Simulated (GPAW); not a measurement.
Na2S:

```
S Na
1.0
     0.00000    3.27350    3.27350
     3.27350    0.00000    3.27350
     3.27350    3.27350    0.00000
S Na
1 2
Direct
  0.00000 0.00000 0.00000
  0.75000 0.75000 0.75000
  0.25000 0.25000 0.25000
```

Base run:

- Program: GPAW 26.7.0
- Functional: r2SCAN
- Potentials or basis: GPAW PAW data sets (gpaw-data 1.2.1)
- Cutoff: 800 eV
- Basis: pw
- k mesh: 7 × 7 × 7
- Occupations: fermi-dirac, width 0.05 eV
- Spin: no spin polarisation

Its results: band gap on the k mesh 3.02 eV, direct; pressure -0.3 GPa.

Task: The run is repeated on the same cell with these changes: functional from r2SCAN to PBE. What comes out?

Result: Band gap on the k mesh 2.49 eV, direct; pressure 0.2 GPa.

r2SCAN gives the wider gap, since meta-GGAs in the generalised Kohn-Sham scheme recover part of the derivative discontinuity.

Caveats: the PAW data sets were made with another functional, which shifts forces and pressure a little (some runs).
